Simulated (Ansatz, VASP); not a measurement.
## Cross-check of Ga26MoN27 (Mo_Ga) between VASP and Ansatz

Aim: how closely do two programs agree when they are given the same cell, functional and k mesh? The cell is taken from a series of runs on this material, whose earlier steps may have relaxed, scaled, displaced or heated it; both programs get it as it stands.

Program: Ansatz 0.2.0. Level of theory: plane waves, with VASP 6.6.1 beside it; r2SCAN. Results are calculated unless marked as measured.

### Step 1. Starting point

The cell holds 54 atoms: 26 Ga, 27 N and 1 Mo. Its edges and angles: a = 9.542 Å, b = 9.542 Å, c = 9.542 Å, α = 60.0°, β = 60.0°, γ = 60.0°. It derives from GaN (GaN (F-43m)). Nearest the centre at fractional (0.333, 0.667, 0.667): Mo54 at 0.01 Å, N44 at 1.98 Å, N43 at 1.98 Å, N41 at 1.99 Å, N35 at 1.99 Å, Ga26 at 3.21 Å, Ga12 at 3.21 Å, Ga25 at 3.21 Å. The cell carries charge +1.

Structure file:

```xyz
54
Lattice="0.0000 6.7473 6.7473 6.7473 0.0000 6.7473 6.7473 6.7473 0.0000" Properties=species:S:1:pos:R:3 pbc="T T T"
Ga    6.7507    6.7443   13.4864
Ga    8.9946    8.9882   13.4865
Ga    4.5209   11.2178    6.7536
Ga    2.2472    6.7443    8.9830
Ga    4.4974    8.9944    8.9893
Ga    6.7446   11.2416    8.9893
Ga    4.5209    6.7587   11.2128
Ga    6.7446    8.9944   11.2365
Ga    8.9802   11.2181   11.2130
Ga    6.7490    2.2423    8.9844
Ga    2.2616    4.4704    2.2658
Ga    4.5209    6.7298    2.2656
Ga    2.2616    2.2707    4.4654
Ga    4.4974    4.4943    4.4892
Ga    6.7210    6.7299    4.4656
Ga    4.5209    2.2706    6.7247
Ga    6.7209    4.4707    6.7249
Ga    6.7491    4.4989   11.2411
Ga    8.9945    6.7443   11.2426
Ga   11.2398    8.9896   11.2410
Ga    2.2472    4.5004    6.7392
Ga    4.4911    6.7443    6.7392
Ga    6.7207    9.0180    6.7535
Ga    4.4925    4.4988    8.9845
Ga    6.7206    6.7586    9.0130
Ga    8.9800    9.0179    9.0128
N     1.1225    1.1217    1.1167
N     3.3714    3.3702    1.1161
N     5.6214    5.6202    1.1160
N     3.3714    1.1211    3.3650
N     5.6210    3.3707    3.3656
N     7.8705    5.6202    3.3651
N     5.6215    1.1211    5.6151
N     7.8705    3.3702    5.6152
N    10.1410    5.5978    5.5927
N     1.1156    3.3706    3.3655
N     3.3713    5.6202    3.3661
N     5.6208    7.8756    3.3655
N     3.3713    3.3712    5.6151
N     5.6204    5.6202    5.6152
N     7.8478    7.8910    5.5925
N     5.6208    3.3706    7.8705
N     7.8478    5.5976    7.8859
N    10.1407    7.8904    7.8853
N     1.1225    5.6195    5.6145
N     3.3720    7.8691    5.6145
N     5.6208   10.1179    5.6076
N     3.3720    5.6195    7.8639
N     5.6204    7.8684    7.8633
N     7.8704   10.1184    7.8632
N     5.6207    5.6127   10.1129
N     7.8704    7.8683   10.1134
N    10.1258   10.1179   10.1128
Mo    8.9944    6.7444    6.7396
```

### Step 2. Ansatz: single point, r2SCAN

Ansatz runs on its PAW soft_1 files.

With cell and atoms fixed, the geometry can't cause a difference; cores, projectors, grids and the points listed under the comparison can.

input.yaml

```yaml
crystal:
  checkpoint: "../qp1_M2.relax.run"
  host: checkpoint
total_charge: 1
basis:
  ecutwfc: 500
  xc_grid: 2
hamiltonian:
  xc: r2scan
  pseudopotentials: { kind: paw, azcp: { folder: soft_1 } }
kpoints:
  mp_grid: { grid: [2, 2, 2], shift: [0.5, 0.5, 0.5] }
magnetization:
  spin_polarized: true
  initial_magnetization: 2
  spin_locking: { lock_magnetization: hard }
scf:
  occupations: { method: fermi_dirac, width: 0.01 }
  max_iter: 60
output:
  forces: true
  eigenvalues: true
  charged_corrections:
    epsilon: 6.0
    static_epsilon: 10.56
    defect_position: [0.333333, 0.666667, 0.666667]
  eigenstates: { localisation: true }
  populations: true
  efg: {}
checkpoint:
  read: "../qp1_M2.relax.run"
  write: "../qp1_M2.point.run"
  compress: false
  write_wavefunctions: false
  write_every: 100000
```

Run with:

```console
> ansatz run input.yaml --threads 8 --pin off --max-ram 15073MiB --backend cpu --events-out ev --progress --plain --runs-dir out
```

Numbers of over 12 decimals in the logs are rounded to 6 here.

The program printed:

```text
Warning: This run holds its total moment fixed (magnetization.spin_locking.lock_magnetization: hard) and mixes its density by anderson or broyden (scf.mixing.algorithm, typed or taken by auto). Slabs with a fixed moment have converged under broyden above another state at the same moment, at the default mixing steps and at smaller ones, and under scf.lower_state_search: standard, light or off a state that such a mixer [...]
crystal.checkpoint: the structure is that of <dir>, a `relax` run, at its step 5: its result, under r2scan at a charge of 1 e; 54 atoms read, 1 with a starting moment; crystal.structure_sha256 for this input is
Mo: output.efg is read without spin–orbit coupling, which moves field gradients at and beside such atoms by some per cent and up to a factor of two; PAW files take it under magnetization.noncollinear and magnetization.spin_orbit
Engine: ansatz 0.2.0, aarch64-unknown-linux-gnu
Pseudopotentials: kind: paw
Pseudopotential: Ga, paw, valence charge 13, recommended cutoff 500 eV (meta_gga), soft_1/Ga.paw.azcp
Pseudopotential: N, paw, valence charge 5, recommended cutoff 500 eV (meta_gga), soft_1/N.paw.azcp
Pseudopotential: Mo, paw, valence charge 14, recommended cutoff 500 eV (meta_gga), soft_1/Mo.paw.azcp
Functional definition: r2SCAN
  parameter k0 = 0.174
  parameter k1 = 0.065
  parameter a1 = 4.9479
  exchange = r2scan_x(k0 = k0, k1 = k1, a1 = a1)
  correlation = r2scan_c
Crystal: 54 atoms, lattice volume = 614.353 Å³
Basis set: ecut = 500 eV, 15593 PW (Γ), exchange–correlation on 144×144×144 points (8 copies of the dense FFT grid, shifted against one another)
Bands: 298, of which v1, the nominal top of the filled ones, is band 243 counted from 1 (242 counted from 0)
Symmetry: 1 space group operations
Space group: P1 (ITA 1), of the structure as read, at distance tolerance 8.5e-5 Å
Magnetic group: BNS 1.1 (UNI 1), of the structure as read, at distance tolerance 8.5e-5 Å
k-points: 4 of 8 (time reversal used)
Non-local potential: Ga, projectors of the file, l = 0: 2, l = 1: 2, l = 2: 3, l = 3: 1
Non-local potential: N, projectors of the file, l = 0: 2, l = 1: 2, l = 2: 1
Non-local potential: Mo, projectors of the file, l = 0: 3, l = 1: 2, l = 2: 2, l = 3: 1
PAW form: soft (Blöchl's): semilocal exchange-correlation on the pseudo side does not see the compensation charge
PAW frozen core: Ga, regenerated for the run's functional (the file was generated under x = pbe(κ = 0.804, μ = 0.219515), c = pbe(β = 0.066725))
PAW frozen core: N, regenerated for the run's functional (the file was generated under x = pbe(κ = 0.804, μ = 0.219515), c = pbe(β = 0.066725))
PAW frozen core: Mo, regenerated for the run's functional (the file was generated under x = pbe(κ = 0.804, μ = 0.219515), c = pbe(β = 0.066725))
PAW one-centre angular grid: Ga, 590 points (default); XC on 160 Gauss nodes
PAW one-centre angular grid: N, 302 points (default); XC on 160 Gauss nodes
PAW one-centre angular grid: Mo, 590 points (default); XC on 160 Gauss nodes
Initial density: read from a saved state, or passed on in memory by an earlier SCF of this step, an earlier step, the calling program or the single point that the run made first
Stability of the state it starts from, as read at its close in the collinear treatment: not read, because the mixer in use, unlike msr1, does not test its closes by its own steps (another_mixer); its run was given moments
Starting moments: Σ|m| = 2 μB on 1 of 54 sites; this step starts from the density that it was given
Initial wavefunctions: those read from a saved state, or passed on in memory by an earlier step or the calling program
Functional: x = r2scan, c = r2scan; τ floored in thin density (d = 2e-4 eV/Å³)
iter 1 solved again at ethr=1.59e-12 eV; its pass at ethr=3.10e-3 eV (dr2=7.74e-9 eV) is discarded
SCF iter   1: F=—  HF=-113948.564998 eV  |F-HF|=—  |Δ(HF+E_count)|=         —  Δρ=6.75e-7 (↑6.62e-7 ↓6.75e-7)  dr2=7.75e-9  dr2_τ=6.39e-11  dr2_m=1.17e-11  M=2.000 μB ∫|m|=2.165 μB  β_m=1.20  ethr=1.59e-12  ⟨swp⟩=2.0  Hψ=8436  notcnv=0
preconditioner: auto → Resta (q_TF=auto, 2.624 Å⁻¹)  ε∞=4.7  [insulator: Δε(μ)=1.398 eV  Ē_g=17.113 eV  σ=0.010 eV  W_gap=1.00  n_scr=168 (ndim 8)  ℏωp=32.8 eV  f_vac=0.001  D(μ)=0.00/eV (n_scr^D=0)  ε∞_Penn≈4.7]
spin=Collinear: Resta preconditioning applied to the charge; magnetization (m = ρ↑ − ρ↓) channel mixes plain (no charge-response kernel on spin).
[...]
k-point 2 ↑: bands = [... 239 lower, 9.1192, 9.2505, 9.3649, 10.9167, 11.0783, 12.8206, 13.1223, 13.2491, ... 51 higher]
  k-point 3 ↓: bands = [... 239 lower, 9.1327, 9.2604, 9.3815, 13.0082, 13.1220, 13.1776, 13.4705, 13.6317, ... 51 higher]
--- Löwdin populations: 54 sites ---
  site symbol       q [e]    m [muB]
     0     Ga     12.1503    -0.0002
     1      N      5.7971    -0.0001
     2     Ga     12.1503    -0.0002
     3      N      5.7985     0.0015
     4     Ga     12.1712     0.0154
     5      N      5.7985     0.0014
     6     Ga     12.1503    -0.0002
     7      N      5.7985     0.0015
     8     Ga     12.1531    -0.0000
     9      N      5.7965    -0.0003
    10     Ga     12.1531     0.0000
    11      N      5.7985     0.0015
    12     Ga     12.1711     0.0154
    13      N      5.7985     0.0014
    14     Ga     12.1531     0.0000
    15      N      5.7985     0.0015
    16     Ga     12.1709     0.0159
    17      N      5.7264     0.0119
    18     Ga     12.1449     0.0004
    19      N      5.7936     0.0053
    20     Ga     12.1712     0.0154
    21      N      5.7985     0.0014
    22     Ga     12.1712     0.0159
    23      N      5.7937     0.0047
[...]
46     Ga     12.1712     0.0154
    47      N      5.7985     0.0014
    48     Ga     12.1449     0.0004
    49      N      5.7936     0.0053
    50     Ga     12.1712     0.0154
    51      N      5.7985     0.0014
    52     Ga     12.1712     0.0159
    53      N      5.7937     0.0047
  spilling = 0.001674 (of n_electrons = 486.000000)
```

### Step 3. VASP: single point, r2SCAN

The same cell, functional, mesh and smearing now go to VASP, with its own data sets.

Lines of VASP's logs that name or quote its potential files are left out, and so is its time.

INCAR

```
SYSTEM = Ga26MoN27
PREC = Accurate
ENCUT = 580
EDIFF = 1E-06
NELM = 200
ISMEAR = -1
SIGMA = 0.01
LREAL = Auto
ALGO = Normal
METAGGA = R2SCAN
LASPH = .TRUE.
NELECT = 486
NBANDS = 281
ISPIN = 2
MAGMOM = -0 -0 0 -0 0 0 0 0 0 0 0 0 0 0 0 0 0 0 -0 0 -0 -0 0 0 0 0 -0 0 0 0 -0 0 0 0 0.02 0 0 0 0 0 0.02 0 0.02 0.01 -0 -0 0 -0 0 0 0 0 0 0.98
LMAXMIX = 4
LORBIT = 11
LWAVE = .FALSE.
LCHARG = .FALSE.
ISIF = 2
ISYM = 0
NUPDOWN = 2
GGA_COMPAT = .FALSE.
LMIXTAU = .TRUE.
```

POSCAR

```
Ga26MoN27
1.0
    0.0000000000      6.7472908298      6.7472908298
    6.7472908298      0.0000000000      6.7472908298
    6.7472908298      6.7472908298      0.0000000000
Ga N Mo
26 27 1
Direct
    0.9989197669      0.9998741835      0.0006339450
    0.9989255513      0.9998772900      0.3331880852
    0.9967304451      0.0041986091      0.6658385067
    0.9989250260      0.3324312786      0.0006262050
    0.9993841709      0.3328952748      0.3336497056
    0.9993839506      0.3328963073      0.6667008481
    0.9967397649      0.6650808066      0.0049456357
    0.9993880189      0.6659456084      0.3336522947
    0.9967673794      0.6650904526      0.6658420879
    0.3318126571      0.9997496853      0.0005064304
    0.3315814499      0.0042238996      0.3309616176
    0.3315689138      0.0042051188      0.6658324127
    0.3315758423      0.3302240988      0.0049605862
    0.3324342447      0.3328974258      0.3336519900
    0.3315837635      0.3302568163      0.6658399814
    0.3315690759      0.6650758111      0.0049488104
    0.3315859943      0.6650950373      0.3310000441
    0.6662648141      0.9997553322      0.0005094279
    0.6663706732      0.9998739931      0.3331843313
    0.6662530797      0.9997456071      0.6660755946
    0.6663661360      0.3324277090      0.0006282375
    0.6663706983      0.3324288659      0.3331810775
    0.6706984956      0.3302218264      0.6658354507
    0.6662538513      0.6653143561      0.0005021380
    0.6707134616      0.6650841504      0.3309626127
    0.6706929963      0.6650753120      0.6658299767
    0.0826896769      0.0828074785      0.0835608638
    0.0826151067      0.0827955262      0.4168675357
    0.0826072500      0.0827903896      0.7503493072
    0.0826065309      0.4161115121      0.0835534324
    0.0826494300      0.4161605957      0.4169118718
    0.0826127536      0.4161201640      0.7503496872
    0.0826053634      0.7495966307      0.0835467346
    0.0826161172      0.7496067244      0.4168681956
    0.0777722777      0.7511064233      0.7518667002
    0.4164992187      0.0822966546      0.0830454941
    0.4160902100      0.0827908704      0.4168659838
    0.4164832338      0.0823077763      0.7507401687
    0.4160851542      0.4161109723      0.0835478600
    0.4160976688      0.4161243391      0.4168651759
    0.4176188038      0.4112253057      0.7518813439
    0.4164847424      0.7499833949      0.0830567240
    0.4176248213      0.7511247368      0.4119817559
    0.4175819500      0.7510854508      0.7518396506
    0.7493003224      0.0828065754      0.0835595192
    0.7493021790      0.0828049395      0.4169530394
    0.7488055732      0.0822899123      0.7507488637
    0.7493030797      0.4161925106      0.0835570765
    0.7492872664      0.4161174252      0.4168634076
    0.7492788256      0.4161137493      0.7503443642
    0.7488108993      0.7499938173      0.0830386530
    0.7492801818      0.7495976124      0.4168628660
    0.7488168901      0.7499792648      0.7507357571
    0.3326893837      0.6661650402      0.6668754610
```

KPOINTS

```
Points of the shifted mesh
8
Reciprocal
 0.2500000000  0.2500000000  0.2500000000 1
 0.2500000000  0.2500000000  0.7500000000 1
 0.2500000000  0.7500000000  0.2500000000 1
 0.2500000000  0.7500000000  0.7500000000 1
 0.7500000000  0.2500000000  0.2500000000 1
 0.7500000000  0.2500000000  0.7500000000 1
 0.7500000000  0.7500000000  0.2500000000 1
 0.7500000000  0.7500000000  0.7500000000 1
```

PAW data sets: Ga_d, N and Mo_sv (PBE family, release 64).

Run with:

```console
> export OMP_NUM_THREADS=4
> mpirun -np 1 vasp_std
```

The program printed:

```text
[banner, memory and clock lines left out]
running    1 mpi-ranks, on    1 nodes
[...]
Offloading initialized ...    1 GPUs detected
[...]
|                                                                             |
|               ----> ADVICE to this user running VASP <----                  |
|                                                                             |
|     You enforced a specific xc type in the INCAR file but a different       |
|     [... a line on the potential file left out ...]
|     I HOPE YOU KNOW WHAT YOU ARE DOING!                                     |
|                                                                             |

 LDA part: xc-table for (None), standard interpolation
 POSCAR, INCAR and KPOINTS ok, starting setup
[...]
entering main loop
       N       E                     dE             d eps       ncg     rms          rms(c)
DAV:   1     0.997254603050E+04    0.99725E+04   -0.18827E+05  9272   0.351E+03
DAV:   2     0.202455966178E+04   -0.79480E+04   -0.75739E+04  8992   0.104E+03
DAV:   3    -0.343600914789E+03   -0.23682E+04   -0.22404E+04 10616   0.365E+02
DAV:   4    -0.702514931723E+03   -0.35891E+03   -0.34679E+03  9936   0.139E+02
DAV:   5    -0.748667100892E+03   -0.46152E+02   -0.45513E+02 15040   0.491E+01BRMIX: very serious problems
 the old and the new charge density differ
 old charge density:   487.00000 new  486.00000
    0.527E+01
DAV:   6    -0.607918757519E+03    0.14075E+03   -0.25612E+02 13400   0.634E+01    0.247E+01
DAV:   7    -0.609786756260E+03   -0.18680E+01   -0.65103E+01 10168   0.204E+01    0.170E+01
DAV:   8    -0.610416151448E+03   -0.62940E+00   -0.83230E+00 11576   0.115E+01    0.108E+01
DAV:   9    -0.610367642640E+03    0.48509E-01   -0.15322E+00 11192   0.557E+00    0.535E+00
[...]
DAV:  19    -0.610481941159E+03    0.65852E-05   -0.97947E-06  9792   0.159E-02    0.466E-03
DAV:  20    -0.610481922519E+03    0.18640E-04   -0.22582E-06  5880   0.204E-02    0.163E-03
DAV:  21    -0.610481923242E+03   -0.72267E-06   -0.14078E-06  5328   0.977E-03
   1 F= -.61048192E+03 E0= -.61048192E+03  d E =0.000000E+00  mag=     2.0000
```

From OUTCAR (step 3):

```text
  FREE ENERGIE OF THE ION-ELECTRON SYSTEM (eV)
  ---------------------------------------------------
  free  energy   TOTEN  =      -610.4819232417 eV

  energy  without entropy=     -610.4819232417  energy(sigma->0) =     -610.48192324

 magnetization (x)
# of ion       s       p       d       tot
------------------------------------------
    1       -0.000  -0.000   0.000  -0.000
    2       -0.000  -0.000   0.000  -0.000
    3        0.006   0.008   0.001   0.015
    4       -0.000  -0.000   0.000  -0.000
    5        0.000  -0.000   0.000   0.000
    6        0.000  -0.000   0.000   0.000
    7        0.006   0.008   0.001   0.015
    8        0.000  -0.000   0.000   0.000
    9        0.006   0.008   0.001   0.015
   10       -0.000   0.000   0.000   0.000
   11        0.006   0.008   0.001   0.015
   12        0.006   0.008   0.001   0.015
   13        0.006   0.008   0.001   0.015
[...]
--------------------------------------------------
tot          0.098   0.162   1.567   1.827

[... 1 further part left out ...]
```

The run ends at a pressure of -0.24 GPa, with forces up to 0.018 eV/Å.

### Step 4. Side by side

Known differences besides the potentials themselves: VASP starts from the moments at which Ansatz ended; VASP keeps PBE cores, Ansatz makes them for the functional; the cutoff is 500 eV in Ansatz and 580 eV in VASP (PREC = Accurate, projectors in real space); site moments are counted in spheres of each program's own size. Total energies have different zeros and are not compared.

Compared:

```tsv
quantity	Ansatz	VASP	difference
total moment, fixed by the input (μB)	2.00	2.00	0.00
moment on Mo54 (μB)	0.98	1.58	-0.61
```

The largest component of a force difference here is 13 meV/Å. The cell carries a charge of +1 e against a uniform background, so its pressure also hangs on how the neutralising background is counted, and in a defect's cell a gap may be the spacing between its levels.

### Step 5. Results

```json
{"difference in moment on Mo54 (single point, r2SCAN)": "-0.61 μB"}
```

The difference in moment on Mo54 is -0.61 μB (single point, r2SCAN). Such differences can come from data sets, numerical settings and the points named under the comparisons, not from the functional's error against experiment.

[Lines on the potential files, build, host, timing and source positions are cut from VASP's logs without a mark.]

[Logs are printed without paths, hosts, clocks, repeated set-up lines and the standing remarks that a program may print on its own settings, such as how far it seeks lower states.]

[Hosts, paths, dates, database ids (printed as entryN), source tags and the programs' standing remarks are cut or masked in the printed files.]
